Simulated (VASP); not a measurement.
# Bi2Se3 in VASP: a series of runs

One slab, Bi2Se3, is run at these levels: PBE+D3(BJ); tasks: band structure.

Everything below comes from runs of VASP 6.6.1. Logs are shortened: lines on timing, memory, paths and dates and some standing lists are left out, and cuts for length are marked.

### 1 Starting point

The cell holds a slab with vacuum, 15 atoms: a = 4.135 Å, b = 4.135 Å, c = 44.057 Å, α = 90.00°, β = 90.00°, γ = 120.00°.

### 2 Band structure, PBE+D3(BJ)

File INCAR:

```
PREC     = Accurate       # precision mode
ENCUT    = 520            # plane-wave cutoff, eV
EDIFF    = 1E-6           # SCF threshold, eV
ISMEAR   = 0              # smearing method
SIGMA    = 0.03           # smearing width, eV
LREAL    = False          # projectors in reciprocal space
LASPH    = True           # aspherical terms in the spheres
NELM     = 80             # most SCF steps
ALGO     = Normal         # electronic algorithm
ISIF     = 2              # what is computed and relaxed
LWAVE    = False          # write WAVECAR
LCHARG   = False          # write CHGCAR
LDIPOL   = True         
IDIPOL   = 3            
DIPOL    = 0.5 0.5 0.500
GGA      = PE             # functional
IVDW     = 12             # dispersion correction
NBANDS   = 85             # bands
LVHAR    = True         
LVACPOTAV= True         
KPAR     = 4
```

File KPOINTS:

```
Automatic mesh
0
Gamma
  9 9 1
```

File POSCAR:

```
Bi2Se3                                  
1.0
    4.1351263859     -0.0000000000      0.0000000000
   -2.0675631929      3.5811245002      0.0000000000
    0.0000000000      0.0000000000     44.0568509300
  Se              Bi            
     9     6
Direct
     0.0000000000000000    0.0000000000000000    0.2038145038683142
     0.6666666699999979    0.3333333300000021    0.2834620546157445
     0.3333333300000021    0.6666666699999979    0.3630933359958013
     0.6666666699999979    0.3333333300000021    0.4203476954699624
     0.3333333300000021    0.6666666699999979    0.5000000000000000
     1.0000000000000000    0.0000000000000000    0.5796523045300376
     0.3333333300000021    0.6666666699999979    0.6369066640041986
     0.0000000000000000    0.0000000000000000    0.7165379453842554
     0.6666666699999979    0.3333333300000021    0.7961854961316860
     0.3333333300000021    0.6666666699999979    0.2395537886986429
     0.0000000000000000    0.0000000000000000    0.3272042335806688
     1.0000000000000000    0.0000000000000000    0.4562062367700890
     0.6666666699999979    0.3333333300000021    0.5437937632299112
     0.6666666699999979    0.3333333300000021    0.6727957664193313
     0.3333333300000021    0.6666666699999979    0.7604462113013571
```

File KPOINTS_OPT:

```
explicit points
67
Reciprocal
 0.0000000000  0.0000000000  0.0000000000 1
 0.0357142900  0.0000000000  0.0000000000 1
 0.0714285700  0.0000000000  0.0000000000 1
 0.1071428600  0.0000000000  0.0000000000 1
 0.1428571400  0.0000000000  0.0000000000 1
 0.1785714300  0.0000000000  0.0000000000 1
 0.2142857100  0.0000000000  0.0000000000 1
 0.2500000000  0.0000000000  0.0000000000 1
 0.2857142900  0.0000000000  0.0000000000 1
 0.3214285700  0.0000000000  0.0000000000 1
 0.3571428600  0.0000000000  0.0000000000 1
 0.3928571400  0.0000000000  0.0000000000 1
 0.4285714300  0.0000000000  0.0000000000 1
 0.4642857100  0.0000000000  0.0000000000 1
 0.5000000000  0.0000000000  0.0000000000 1
 0.4791666700  0.0416666700  0.0000000000 1
 0.4583333300  0.0833333300  0.0000000000 1
 0.4375000000  0.1250000000  0.0000000000 1
 0.4166666700  0.1666666700  0.0000000000 1
 0.3958333300  0.2083333300  0.0000000000 1
 0.3750000000  0.2500000000  0.0000000000 1
 0.3541666700  0.2916666700  0.0000000000 1
 0.3333333300  0.3333333300  0.0000000000 1
 0.3137254900  0.3137254900  0.0000000000 1
 0.2941176500  0.2941176500  0.0000000000 1
 0.2745098000  0.2745098000  0.0000000000 1
 0.2549019600  0.2549019600  0.0000000000 1
 0.2352941200  0.2352941200  0.0000000000 1
 0.2156862700  0.2156862700  0.0000000000 1
 0.1960784300  0.1960784300  0.0000000000 1
 0.1764705900  0.1764705900  0.0000000000 1
 0.1568627500  0.1568627500  0.0000000000 1
 0.1372549000  0.1372549000  0.0000000000 1
 0.1176470600  0.1176470600  0.0000000000 1
 0.0980392200  0.0980392200  0.0000000000 1
 0.0784313700  0.0784313700  0.0000000000 1
 0.0588235300  0.0588235300  0.0000000000 1
 0.0392156900  0.0392156900  0.0000000000 1
 0.0196078400  0.0196078400  0.0000000000 1
 0.0000000000  0.0000000000  0.0000000000 1
 0.0000000000  0.0000000000  0.0000000000 1
 0.0079125500 -0.0039562700  0.0000000000 1
-0.0079125500  0.0039562700  0.0000000000 1
 0.0230782600 -0.0115391300  0.0000000000 1
-0.0230782600  0.0115391300  0.0000000000 1
-0.0000000000  0.0068524700  0.0000000000 1
 0.0000000000 -0.0068524700  0.0000000000 1
-0.0000000000  0.0199863600  0.0000000000 1
 0.0000000000 -0.0199863600  0.0000000000 1
 0.5000000000  0.0000000000  0.0000000000 1
 0.5079125500 -0.0039562700  0.0000000000 1
 0.4920874500  0.0039562700  0.0000000000 1
 0.5230782600 -0.0115391300  0.0000000000 1
 0.4769217400  0.0115391300  0.0000000000 1
 0.5000000000  0.0068524700  0.0000000000 1
 0.5000000000 -0.0068524700  0.0000000000 1
 0.5000000000  0.0199863600  0.0000000000 1
 0.5000000000 -0.0199863600  0.0000000000 1
 0.3333333300  0.3333333300  0.0000000000 1
 0.3412458800  0.3293770600  0.0000000000 1
 0.3254207800  0.3372896000  0.0000000000 1
 0.3564115900  0.3217942000  0.0000000000 1
 0.3102550700  0.3448724600  0.0000000000 1
 0.3333333300  0.3401858000  0.0000000000 1
 0.3333333300  0.3264808600  0.0000000000 1
 0.3333333300  0.3533196900  0.0000000000 1
 0.3333333300  0.3133469700  0.0000000000 1
```

Potentials or basis: VASP PAW PBE potentials, release 64 (Se, Bi_d).

On the command line:

```sh
> cat potpaw_PBE.64/Se/POTCAR potpaw_PBE.64/Bi_d/POTCAR > POTCAR
> mpirun -np 4 vasp_std > vasp.out
```

OUTCAR:

```text
PREC = Accurate
   ENCUT = 520
   EDIFF = 1E-6
   ISMEAR = 0
   LREAL = False
   LASPH = True
   NELM = 80
   ISIF = 2
   GGA = PE
   IVDW = 12
 IVDW          = 12

 ion  position               nearest neighbor table
   1  0.000  0.000  0.204-  10 2.86  10 2.86  10 2.86
   2  0.667  0.333  0.283-  11 3.07  11 3.07  11 3.07  10 3.07  10 3.07  10 3.07
   3  0.333  0.667  0.363-  11 2.86  11 2.86  11 2.86
   4  0.667  0.333  0.420-  12 2.86  12 2.86  12 2.86
   5  0.333  0.667  0.500-  12 3.07  13 3.07  13 3.07  12 3.07  12 3.07  13 3.07
   6  0.000  0.000  0.580-  13 2.86  13 2.86  13 2.86
   7  0.333  0.667  0.637-  14 2.86  14 2.86  14 2.86
   8  0.000  0.000  0.717-  14 3.07  14 3.07  14 3.07  15 3.07  15 3.07  15 3.07
   9  0.667  0.333  0.796-  15 2.86  15 2.86  15 2.86
  10  0.333  0.667  0.240-   1 2.86   1 2.86   1 2.86   2 3.07   2 3.07   2 3.07
  11  0.000  0.000  0.327-   3 2.86   3 2.86   3 2.86   2 3.07   2 3.07   2 3.07
  12  0.000  0.000  0.456-   4 2.86   4 2.86   4 2.86   5 3.07   5 3.07   5 3.07
  13  0.667  0.333  0.544-   6 2.86   6 2.86   6 2.86   5 3.07   5 3.07   5 3.07
  14  0.667  0.333  0.673-   7 2.86   7 2.86   7 2.86   8 3.07   8 3.07   8 3.07
  15  0.333  0.667  0.760-   9 2.86   9 2.86   9 2.86   8 3.07   8 3.07   8 3.07

  LATTYP: Found a hexagonal cell.
 ALAT       =     4.1351263859
 C/A-ratio  =    10.6542936826

  Lattice vectors:

 A1 = (   4.1351263859,   0.0000000000,   0.0000000000)
 A2 = (  -2.0675631929,   3.5811245002,   0.0000000000)
 A3 = (   0.0000000000,   0.0000000000,  44.0568509300)

Analysis of symmetry for initial positions (statically):
=====================================================================
 Subroutine PRICEL returns:
 Original cell was already a primitive cell.

 Routine SETGRP: Setting up the symmetry group for a
 hexagonal supercell.

 Subroutine GETGRP returns: Found 12 space group operations
 (whereof  6 operations were pure point group operations)
 out of a pool of 24 trial point group operations.

The static configuration has the point symmetry C_3v.
 The point group associated with its full space group is D_3d.

Analysis of symmetry for dynamics (positions and initial velocities):
=====================================================================
 Subroutine PRICEL returns:
 Original cell was already a primitive cell.

 Routine SETGRP: Setting up the symmetry group for a
 hexagonal supercell.

 Subroutine GETGRP returns: Found 12 space group operations
 (whereof  6 operations were pure point group operations)
 out of a pool of 24 trial point group operations.

The dynamic configuration has the point symmetry C_3v.
 The point group associated with its full space group is D_3d.

 Subroutine INISYM returns: Found 12 space group operations
 (whereof  6 operations are pure point group operations),
 and found     1 'primitive' translations

----------------------------------------------------------------------------------------

                                     Primitive cell

  volume of cell :     652.4116

  direct lattice vectors                    reciprocal lattice vectors
     4.135126386  0.000000000  0.000000000     0.241830577  0.139620949  0.000000000
    -2.067563193  3.581124500  0.000000000     0.000000000  0.279241897  0.000000000
     0.000000000  0.000000000 44.056850930     0.000000000  0.000000000  0.022697945

  length of vectors
     4.135126386  4.135126388 44.056850930     0.279241897  0.279241897  0.022697945

[... 88 lines left out ...]
   LNONCOLLINEAR =      F non collinear calculations
   LSORBIT =      F    spin-orbit coupling
   LASPH  =      T    aspherical Exc in radial PAW
   ENCUT  =  520.0 eV  38.22 Ry    6.18 a.u.   7.69  7.69 81.92*2*pi/ulx,y,z
   NELM   =     80;   NELMIN=  2; NELMDL= -5     # of ELM steps
   EDIFF  = 0.1E-05   stopping-criterion for ELM
   LREAL  =      F    real-space projection
   EDIFFG = 0.1E-04   stopping-criterion for IOM
   NSW    =      0    number of steps for IOM
   IBRION =     -1    ionic relax: 0-MD 1-quasi-New 2-CG
   NFREE  =      0    steps in history (QN), initial steepest desc. (CG)
   ISIF   =      2    stress and relaxation
   ISYM   =      2    0-nonsym 1-usesym 2-fastsym
   POTIM  = 0.5000    time-step for ionic-motion
   TEBEG  =    0.0;   TEEND  =   0.0 temperature during run
   PSTRESS=    0.0 pullay stress
   NELECT =     144.0000    total number of electrons
   NUPDOWN=      -1.0000    fix difference up-down
   EMIN   =  10.00;   EMAX   =-10.00  energy-range for DOS
   EFERMI =   0.00;   METHOD = LEGACY
   ISMEAR =     0;   SIGMA  =   0.03  broadening in eV -4-tet -1-fermi 0-gaus
   EFERMI_NEDOS =   21; number of points for ismear=-14 and -15
   IALGO  =     38    algorithm
   IMIX   =      4    mixing-type and parameters
     AMIX     =   0.40;   BMIX     =  1.00
     AMIX_MAG =   1.60;   BMIX_MAG =  1.00
  volume/ion in A,a.u.               =      43.49       293.51
  Fermi-wavevector in a.u.,A,eV,Ry     =   0.989362  1.869623 13.317881  0.978837
  Thomas-Fermi vector in A             =   2.120955
   LORBIT       =      0    0 simple, 1 ext, 2 COOP (PROOUT), +10 PAW based schemes
   GGA     = PE    functional components
   LHFCALC =     F    Hartree Fock is set to
   AEXX    =    0.0000 exact exchange contribution
   IVDW    =    12    specifies the selected vdW correction
   LEPSILON=     F    determine dielectric tensor
   LRPA    =     F    only Hartree local field effects (RPA)
 non-spin polarized calculation
 Gauss-broadening in eV      SIGMA  =   0.03
  energy-cutoff  :      520.00
  volume of cell :      652.41
 maximum number of plane-waves:     17677
 NGX is ok and might be reduce to    32
   NGX = 15   NGY = 15   NGZ =163

 dipolmoment           0.000000      0.000000      0.000000 electrons x Angstroem

 number of electron     143.9999999 magnetization

 dipolmoment           0.000000      0.000000     -0.000003 electrons x Angstroem

 Free energy of the ion-electron system (eV)
  ---------------------------------------------------
  ext. energy  EPLUGINS =         0.00000000
  ---------------------------------------------------
  free energy    TOTEN  =       -60.50434643 eV

  energy without entropy =      -60.50434643  energy(sigma->0) =      -60.50434643

 E-fermi :   1.4177     XC(G=0):  -6.4556

 val. band max:        1.2427430613   @ k =   0.0000   0.0000   0.0000
 cond. band min:       1.6415308637   @ k =   0.0000   0.0000   0.0000
 fundamental gap:      0.3987878024
 Fermi energy:         1.4176920417

 k-point     1 :       0.0000    0.0000    0.0000
  band No.  band energies     occupation
      1     -21.7685      2.00000
      2     -21.7685      2.00000
      3     -21.7684      2.00000
      4     -21.7684      2.00000
      5     -21.7638      2.00000
      6     -21.7638      2.00000
[... 1033 lines left out ...]
     83       5.2035      0.00000
     84       5.2515      0.00000
 [bands above 84 left out]

------------------------ aborting loop because EDIFF is reached ----------------------------------------

 Edisp (eV)   -5.60469

 E8    (eV) :    -2.5683

  FORCE on cell =-STRESS in cart. coord.  units (eV):
  Direction    XX          YY          ZZ          XY          YZ          ZX
  --------------------------------------------------------------------------------------
  -------------------------------------------------------------------------------------
  Total      -0.05385    -0.05385    -0.31893    -0.00000     0.00000     0.00000
  in kB      -0.13226    -0.13226    -0.78322    -0.00000     0.00000     0.00000
  external pressure =       -0.35 kB  Pullay stress =        0.00 kB

 VOLUME and BASIS-vectors are now :
 -----------------------------------------------------------------------------
  energy-cutoff  :      520.00
  volume of cell :      652.41
      direct lattice vectors                 reciprocal lattice vectors
     4.135126386  0.000000000  0.000000000     0.241830577  0.139620949  0.000000000
    -2.067563193  3.581124500  0.000000000     0.000000000  0.279241897  0.000000000
     0.000000000  0.000000000 44.056850930     0.000000000  0.000000000  0.022697945

 POSITION                                       TOTAL-FORCE (eV/Angst)
 -----------------------------------------------------------------------------------
      0.00000      0.00000      8.97943        -0.000000     -0.000000      0.000159
      2.06756      1.19371     12.48845         0.000000     -0.000000      0.003061
     -0.00000      2.38742     15.99675         0.000000     -0.000000      0.003157
      2.06756      1.19371     18.51920        -0.000000      0.000000      0.001561
     -0.00000      2.38742     22.02843        -0.000000      0.000000     -0.000000
      0.00000      0.00000     25.53766        -0.000000      0.000000     -0.001561
     -0.00000      2.38742     28.06010        -0.000000      0.000000     -0.003157
      0.00000      0.00000     31.56841        -0.000000      0.000000     -0.003061
      2.06756      1.19371     35.07743         0.000000      0.000000     -0.000159
     -0.00000      2.38742     10.55399        -0.000000      0.000000      0.002304
      0.00000      0.00000     14.41559         0.000000      0.000000      0.001293
      0.00000      0.00000     20.09901         0.000000     -0.000000      0.002803
      2.06756      1.19371     23.95784        -0.000000      0.000000     -0.002803
      2.06756      1.19371     29.64126        -0.000000      0.000000     -0.001293
     -0.00000      2.38742     33.50287         0.000000     -0.000000     -0.002304
 -----------------------------------------------------------------------------------
    total drift:                               -0.000001      0.000000     -0.000149

  FREE ENERGIE OF THE ION-ELECTRON SYSTEM (eV)
  ---------------------------------------------------
  free  energy   TOTEN  =       -66.1090317047 eV

  energy  without entropy=      -66.1090317047  energy(sigma->0) =      -66.10903170

 vacuum level on the upper side and lower side of the slab         6.746         6.746
```

It took 28 min on 4 MPI ranks of Intel Xeon Platinum 8488C (Sapphire Rapids), shared host; peak memory 1.3 GiB.

Results:

| Quantity | Value |
| --- | --- |
| Free energy | -66.1090 eV |
| Largest force | 0.003 eV/Å |
| Band gap on the k mesh | 0.40 eV, direct |
| Band gap along the path | 0.40 eV, direct |
| Dispersion energy per atom | -0.374 eV |
| Ionisation potential of the upper face | 5.50 eV |

Forces on the atoms (eV/Å):
```
Se   0.000  0.000  0.000
Se   0.000  0.000  0.003
Se   0.000  0.000  0.003
Se   0.000  0.000  0.002
Se   0.000  0.000  0.000
Se   0.000  0.000 -0.002
Se   0.000  0.000 -0.003
Se   0.000  0.000 -0.003
Se   0.000  0.000  0.000
Bi   0.000  0.000  0.002
Bi   0.000  0.000  0.001
Bi   0.000  0.000  0.003
Bi   0.000  0.000 -0.003
Bi   0.000  0.000 -0.001
Bi   0.000  0.000 -0.002
```

Levels at points of the mesh, in eV from the valence-band top:
| k point | band 68 | band 69 | band 70 | band 71 | band 72 | band 73 | band 74 | band 75 | band 76 | band 77 |
| --- | --- | --- | --- | --- | --- | --- | --- | --- | --- | --- |
| (0.00, 0.00, 0.00) | -1.07 | -0.99 | -0.98 | -0.24 | 0.00 | 0.40 | 0.60 | 0.79 | 1.56 | 1.56 |

Caveat: spin-orbit coupling is left out, which as a rule narrows the gap of such compounds by several tenths of an eV.

### 3 Band structure, PBE+D3(BJ), spin-orbit coupling, no magnetisation

INCAR, as its differences from that of step 2:

```diff
@@ -12,2 +12,6 @@
 LCHARG   = False          # write CHGCAR
+MAGMOM   = 0 0 0 0 0 0 0 0 0 0 0 0 0 0 0 0 0 0 0 0 0 0 0 0 0 0 0 0 0 0 0 0 0 0 0 0 0 0 0 0 0 0 0 0 0 # initial moments
+LORBIT   = 11             # projections on sites
+LSORBIT  = True           # spin-orbit coupling
+GGA_COMPAT= False        
 LDIPOL   = True         
@@ -17,3 +21,3 @@
 IVDW     = 12             # dispersion correction
-NBANDS   = 85             # bands
+NBANDS   = 171            # bands
 LVHAR    = True
```

KPOINTS is that of step 2.

POSCAR is that of step 2.

KPOINTS_OPT is that of step 2.

Potentials or basis: VASP PAW PBE potentials, release 64 (Se, Bi_d).

On the command line:

```sh
> cat potpaw_PBE.64/Se/POTCAR potpaw_PBE.64/Bi_d/POTCAR > POTCAR
> mpirun -np 4 vasp_ncl > vasp.out
```

Run time: 2.6 h. Hardware: 4 MPI ranks of Intel Xeon Platinum 8488C (Sapphire Rapids), shared host; peak memory 4 GiB.

It converged, with:

```yaml
Free_energy: -70.1030 eV
Largest_force: 0.135 eV/Å
Valence_electrons_inside_the_program's_atomic_spheres: Se 3.77, 3.82, 3.81; Bi 12.65, 12.66
Dispersion_energy_per_atom: -0.374 eV
Work_function_of_the_upper_face: 5.55 eV
Work_function_of_the_lower_face: 5.55 eV
```

Forces in eV/Å, atoms in the order of the input:
```
Se   0.000  0.000 -0.081
Se   0.000  0.000  0.006
Se   0.000  0.000  0.135
Se   0.000  0.000 -0.131
Se   0.000  0.000  0.000
Se   0.000  0.000  0.131
Se   0.000  0.000 -0.135
Se   0.000  0.000 -0.006
Se   0.000  0.000  0.081
Bi   0.000  0.000  0.055
Bi   0.000  0.000 -0.061
Bi   0.000  0.000  0.063
Bi   0.000  0.000 -0.063
Bi   0.000  0.000  0.061
Bi   0.000  0.000 -0.055
```
